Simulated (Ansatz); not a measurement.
Input, command and steps of an Ansatz relaxation.

```yaml
crystal:
  lattice:
    - [2.589460436, -4.4850770395, 0.0]
    - [-5.1789208721, 0.0, 0.0]
    - [0.0, 0.0, -5.7919945411]
  atoms:
    - { symbol: Ta, position: [0.3333333333, 0.6666666667, 0.25] }
    - { symbol: Ta, position: [0.3333333333, 0.6666666667, 0.75] }
    - { symbol: Ta, position: [0.6666666667, 0.3333333333, 0.25] }
    - { symbol: Ta, position: [0.6666666667, 0.3333333333, 0.75] }
    - { symbol: Ta, position: [1.0, 1.0, 0.5] }
    - { symbol: Ta, position: [1.0, 1.0, 0.0] }
    - { symbol: "N", position: [1.0, 0.6066290585, 0.5] }
    - { symbol: "N", position: [1.0, 0.6066290585, 0.0] }
    - { symbol: "N", position: [0.3933709415, 0.3933709415, 0.5] }
    - { symbol: "N", position: [0.3933709415, 0.3933709415, 0.0] }
    - { symbol: "N", position: [0.6066290585, 1.0, 0.5] }
    - { symbol: "N", position: [0.6066290585, 1.0, 0.0] }
basis:
  ecutwfc: 420
kpoints:
  mp_grid: { grid: [6, 6, 6] }
hamiltonian:
  xc: pbesol
scf:
  occupations: { method: gaussian, width: 0.1 }
output:
  forces: true
  stress: true
  eigenvalues: true
relax:
  adjacent_minimum: "off"
  f_tol: 0.015
  max_steps: 60
  cell: { stress_tol: 0.15 }
```

```bash
ansatz run input.yaml --threads 2 --pin off --max-ram 5120MiB --backend cpu --events-out ev --progress --plain --runs-dir out
```

Method: Ansatz, DFT PBEsol, scalar-relativistic, plane waves, PAW.

Of 4 frames 3 are shown, positions in Å and forces in eV/Å; the SCF threshold varies from step to step. Steps run on the plane waves of an earlier cell, with a Pulay correction in the pressure. The basis is chosen afresh for the last frame, the zero of the energies, and at times for earlier ones too; energy and pressure can step there, also at an unchanged geometry. Where two frames share a geometry here, they differ by under 2 meV/atom and 0.3 GPa. The mark taken_back stands on steps that the optimiser undid.

```xyz
12
Lattice="2.5895 -4.4851 0.0000 -5.1789 0.0000 0.0000 0.0000 0.0000 -5.7920" Properties=species:S:1:pos:R:3:forces:R:3 pbc="T T T" step=1 free_energy_over_end_meV_per_atom=0.01 pressure_GPa=-0.03
Ta   -2.5895   -1.4950   -1.4480    0.0000    0.0000    0.0000
Ta   -2.5895   -1.4950   -4.3440    0.0000    0.0000    0.0000
Ta    0.0000   -2.9901   -1.4480    0.0000    0.0000    0.0000
Ta    0.0000   -2.9901   -4.3440    0.0000    0.0000    0.0000
Ta   -2.5895   -4.4851   -2.8960    0.0000    0.0000    0.0000
Ta   -2.5895   -4.4851    0.0000    0.0000    0.0000    0.0000
N    -0.5522   -4.4851   -2.8960    0.0004    0.0000    0.0000
N    -0.5522   -4.4851    0.0000    0.0004    0.0000    0.0000
N    -1.0186   -1.7643   -2.8960   -0.0002   -0.0003    0.0000
N    -1.0186   -1.7643    0.0000   -0.0002   -0.0003    0.0000
N    -3.6081   -2.7208   -2.8960   -0.0002    0.0003    0.0000
N    -3.6081   -2.7208    0.0000   -0.0002    0.0003    0.0000
12
Lattice="2.5917 -4.4890 0.0000 -5.1834 0.0000 0.0000 0.0000 0.0000 -5.7823" Properties=species:S:1:pos:R:3:forces:R:3 pbc="T T T" step=2 free_energy_over_end_meV_per_atom=0.04 pressure_GPa=0.02 taken_back
Ta   -2.5917   -1.4963   -1.4456    0.0000    0.0000    0.0000
Ta   -2.5917   -1.4963   -4.3367    0.0000    0.0000    0.0000
Ta    0.0000   -2.9927   -1.4456    0.0000    0.0000    0.0000
Ta    0.0000   -2.9927   -4.3367    0.0000    0.0000    0.0000
Ta   -2.5917   -4.4890   -2.8911    0.0000    0.0000    0.0000
Ta   -2.5917   -4.4890    0.0000    0.0000    0.0000    0.0000
N    -0.5541   -4.4890   -2.8911    0.0128    0.0000    0.0000
N    -0.5541   -4.4890    0.0000    0.0128    0.0000    0.0000
N    -1.0188   -1.7647   -2.8911   -0.0064   -0.0111    0.0000
N    -1.0188   -1.7647    0.0000   -0.0064   -0.0111    0.0000
N    -3.6105   -2.7243   -2.8911   -0.0064    0.0111    0.0000
N    -3.6105   -2.7243    0.0000   -0.0064    0.0111    0.0000
12
Lattice="2.5902 -4.4864 0.0000 -5.1805 0.0000 0.0000 0.0000 0.0000 -5.7885" Properties=species:S:1:pos:R:3:forces:R:3 pbc="T T T" step=4 free_energy_over_end_meV_per_atom=0.00 pressure_GPa=0.00
Ta   -2.5902   -1.4955   -1.4471    0.0000    0.0000    0.0000
Ta   -2.5902   -1.4955   -4.3413    0.0000    0.0000    0.0000
Ta    0.0000   -2.9909   -1.4471    0.0000    0.0000    0.0000
Ta    0.0000   -2.9909   -4.3413    0.0000    0.0000    0.0000
Ta   -2.5902   -4.4864   -2.8942    0.0000    0.0000    0.0000
Ta   -2.5902   -4.4864    0.0000    0.0000    0.0000    0.0000
N    -0.5528   -4.4864   -2.8942    0.0031    0.0000    0.0000
N    -0.5528   -4.4864    0.0000    0.0031    0.0000    0.0000
N    -1.0187   -1.7645   -2.8942   -0.0016   -0.0027    0.0000
N    -1.0187   -1.7645    0.0000   -0.0016   -0.0027    0.0000
N    -3.6090   -2.7219   -2.8942   -0.0016    0.0027    0.0000
N    -3.6090   -2.7219    0.0000   -0.0016    0.0027    0.0000
```

It took 22 s on 2 threads of Intel(R) Xeon(R) 6975P-C (Granite Rapids) (shared host), peak memory 0.56 GiB.

Spin–orbit coupling is left out, which can shift energies with elements as heavy as these.